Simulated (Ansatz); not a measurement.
An Ansatz input:

```yaml
crystal:
  lattice:
    - [2.569259227, 0.0, 0.0]
    - [-1.2846296135, 2.2250437595, 0.0]
    - [0.0, 0.0, 8.3912006354]
  atoms:
    - { symbol: Cr, position: [0.0, 0.0, 0.0], spin: 1.5 }
    - { symbol: Cr, position: [0.0, 0.0, 0.5], spin: 1.5 }
    - { symbol: Cr, position: [0.3333333333, 0.6666666667, 0.25], spin: 1.5 }
    - { symbol: Cr, position: [0.6666666667, 0.3333333333, 0.75], spin: 1.5 }
hamiltonian:
  xc: rpbe
  pseudopotentials:
    kind: paw
    azcp:
      Cr: "pseudopotentials/Cr.paw.azcp"
basis:
  ecutwfc: 420
  fft_grid_basis: typed
kpoints:
  mp_grid: { grid: [14, 14, 4], shift: [0, 0, 0] }
magnetization:
  spin_polarized: true
scf:
  occupations: { method: fermi_dirac, width: 0.05 }
relax:
  max_steps: 60
  f_tol: 0.01
  cell: {}
```

Output

```
Engine: ansatz 0.2.0, aarch64-unknown-linux-gnu
Pseudopotentials: kind: paw
Pseudopotential: Cr, paw, valence charge 14, recommended cutoff 420 eV (normal) 
Functional definition: RPBE
  parameter kappa = 0.804
  parameter beta = 0.06672455060314922
  exchange = rpbe_x(kappa = kappa, mu = beta*pi^2/3)
  correlation = pbe_c(beta = beta)
Crystal: 4 atoms, lattice volume = 47.970 Å³
Basis set: ecut = 420 eV, 959 PW (Γ), exchange–correlation on 36×36×120 points (8 copies of the dense FFT grid, shifted against one another)
Bands: 38, of which v1, the nominal top of the filled ones, is band 28 counted from 1 (27 counted from 0)
Symmetry: 24 space group operations
Space group: P63/mmc (ITA 194), of the structure as read, at distance tolerance 3.6e-5 Å
Magnetic group: BNS 194.263 (UNI 1493), of the structure as read, at distance tolerance 3.6e-5 Å
k-points: 72 of 784
Non-local potential: Cr, projectors of the file, l = 0: 3, l = 1: 2, l = 2: 3, l = 3: 1
PAW form: soft (Blöchl's): semilocal exchange-correlation on the pseudo side does not see the compensation charge
PAW frozen core: Cr, regenerated for the run's functional, and the local potential with it (the file was generated under x = pbe(κ = 0.804, μ = 0.2195149727645171), c = pbe(β = 0.06672455060314922))
PAW one-centre angular grid: Cr, 590 points (default); XC on 64 Gauss nodes
Initial density: superposition of atomic densities (chi_scale 0.1, normalization cell)
Starting moments: Σ|m| = 6 μB on 4 of 4 sites
Initial wavefunctions: pseudopotential atomic-orbital guess
Functional: x = rpbe, c = pbe(β = 0.06672455060314922)
SCF iter   1: F=—  HF=-13534.532153 eV  |F-HF|=—  |Δ(HF+E_count)|=         —  Δρ=1.43e-1 (↑1.43e-1 ↓8.14e-2)  dr2=1.95e1  dr2_m=6.26e-1  M=4.183 μB ∫|m|=4.183 μB  β_m=0.30  ethr=3.10e-3  ⟨swp⟩=3.5  Hψ=16360  notcnv=0  defer=2
Mixer restart at iter 1: flushing history
SCF iter   2: F=—  HF=-13528.935256 eV  |F-HF|=—  |Δ(HF+E_count)|=    5.60e0  Δρ=7.78e-2 (↑7.78e-2 ↓4.48e-2)  dr2=5.99e0  dr2_m=2.44e-1  M=4.125 μB ∫|m|=4.126 μB  β_m=0.46  ethr=3.10e-3  ⟨swp⟩=2.1  Hψ=11321  notcnv=0  defer=251
SCF iter   3: F=—  HF=-13527.010305 eV  |F-HF|=—  |Δ(HF+E_count)|=    1.92e0  Δρ=1.73e-2 (↑1.49e-2 ↓1.73e-2)  dr2=1.06e-1  dr2_m=4.81e-2  M=3.790 μB ∫|m|=3.793 μB  β_m=0.67  ethr=3.10e-3  ⟨swp⟩=2.3  Hψ=10676  notcnv=0  defer=250
SCF iter   4: F=—  HF=-13527.427792 eV  |F-HF|=—  |Δ(HF+E_count)|=         —  Δρ=4.48e-2 (↑4.48e-2 ↓3.84e-2)  dr2=6.35e-2  dr2_m=7.52e-1  M=1.828 μB ∫|m|=1.843 μB  β_m=1.00  ethr=1.89e-4  ⟨swp⟩=2.5  Hψ=11523  notcnv=0  defer=201
Mixer restart at iter 4: flushing history
...
SCF iter   5: F=-13527.394552 eV  HF=-13527.394552 eV  |F-HF|=1.82e-12  |Δ(HF+E_count)|=    0.00e0  Δρ=6.26e-8 (↑2.97e-8 ↓6.26e-8)  dr2=2.65e-12  dr2_m=2.20e-13  M=-0.000 μB ∫|m|=0.000 μB  ethr=1.00e-12  ⟨swp⟩=2.0  Hψ=15285  notcnv=0
the starting moments were not kept: the SCF closed with an absolute magnetisation of 2.1e-6 μB, where they sum to 6 μB in size (4 sites). That is at most 0.1 of that sum. Measured as dr2_m measures the in/out step, that magnetisation stands 1.7e-12 eV from none, at or under the dr2_threshold of 4.0e-11 eV: it is no larger than a step whose dr2_m would equal this threshold.
SCF 9 converged in 5 iterations: F = -13527.394552 eV  dr2 = 2.65e-12
relax step   9: F+E_penalty+E_count = -13527.39455163 eV  Δ(F+E_penalty+E_count) = -1.107e-5 eV  max|allowed force component| = 1.330e-17 eV/Å  Δτ_max = 0.0000 Å  P = +0.013 GPa  Ω = 48.620 Å³  stress off target by 3.04e-2 GPa  SCF on the basis re-selected at this cell (its energy is not comparable with the rows above)  (5 SCF iters)
basis re-selected at this cell: Δ(F+E_penalty+E_count) = -1.107e-5 eV, ΔP = -0.001 GPa vs the last step (what re-selecting the basis moved, of the pressure what is left beyond the Pulay correction that the steps carried, after the strain that the cell walked since its last selection, with what the two solves' SCF thresholds leave and, on support functions, any second-order correction that the steps lacked; it is no measure of the basis error at this ecutwfc). This SCF's stress stands 3.04e-2 GPa from its target on what of the cell is left free (relax.cell.stress_tol is 5.00e-2 GPa) and its largest allowed force component is 1.33e-17 eV/Å (relax.f_tol is 1.00e-2 eV/Å): within both
SCF converged after 5 iterations
Magnetization: -0.0000 μB (28.0000 up, 28.0000 down)
Absolute magnetization: 0.0000 μB (∫|ρ↑−ρ↓|, with the PAW one-centre terms)
Spin contamination: 0.0000 ħ² per cell (⟨S²⟩ above its minimum at these occupations)
Per-site moments (μB) at R_I (Å): [(-8.798051532045754e-7, 1.0372225741649146), (-8.798051531840704e-7, 1.0372225741649146), (-4.2694720286414784e-8, 1.0372225741649146), (-4.269472020794462e-8, 1.0372225741649146)]
Free energy (F): -13527.394552 eV
Harris-Foulkes:  -13527.394552 eV  (|F-HF|=1.82e-12)
Internal energy: -13527.343526 eV  (E = F + TS)
E sigma→0 (E₀):  -13527.369039 eV
Entropy (-TS):   -0.051025 eV (-12.756 meV/atom)
Fermi energy:    18.267561 eV
--- Per-component energies (eV) ---
  E_band       = -627.398276
  E_kinetic    = 1370.748238
  E_local      = -4895.263565  (includes V_loc(G=0)·N_el)
  E_nonlocal   = 311.337532
  E_hartree    = 2127.248207
  E_xc         = -559.586619
  E_vxc        = -712.776333  (∫ρ·V_xc dr)
  E_paw        = -4797.482603  (= ΣΔE_a)
  E_vpaw       = -955.942186  (= ΣTr[D̂ρ^β])
  E_aug_tail   = 0.001485  (compensation charges beyond the density's cutoff)
  E_ewald      = -7084.143095
  E_core_change = -0.203106  (= ΣΔE_core)
  E_smearing   = -0.051025  (= −TS)
  E_closure    = 0.000000  (closes the sum)
  Σ components = -13527.394552   (vs F -13527.394552, Δ=0.00e0)
--- Forces (eV/Å), atoms counted from 1 ---
  atom   1  Cr     0.00000000     0.00000000     0.00000000
  atom   2  Cr     0.00000000     0.00000000     0.00000000
  atom   3  Cr    -0.00000000     0.00000000     0.00000000
  atom   4  Cr     0.00000000    -0.00000000     0.00000000
  max |Σ_I F_I| component: 2.31e-18 eV/Å
--- Stress (GPa, compression-positive) ---
        0.003835       0.000000       0.000000
        0.000000       0.003835       0.000000
        0.000000       0.000000       0.030441
  P = ⅓ Tr σ = 0.0127 GPa (0.127 kbar)
--- Relaxed structure (7 steps of the walk, 7 accepted, 2 SCFs on fresh bases) ---
  F+E_penalty+E_count = -13527.39455163 eV   max|allowed force component| = 1.330e-17 eV/Å   (the final SCF, on the basis selected at the relaxed cell)
  cell:  # Å, volume = 48.6199 Å³
    - [2.5144789676725208, 1.8512461154731145e-34, 0.0]
    - [-1.2572394838362604, 2.177602663286073, 0.0]
    - [0.0, 0.0, 8.879474328687936]
  atoms:
    - { symbol: Cr, position: [6.633212641081522e-38, 7.275066301347224e-35, -2.3908104603528383e-37] }
    - { symbol: Cr, position: [4.92805405943425e-35, -3.183898110194565e-35, 0.5] }
    - { symbol: Cr, position: [0.3333333333333333, 0.6666666666666667, 0.25] }
    - { symbol: Cr, position: [0.6666666666666667, 0.3333333333333333, 0.75] }
```
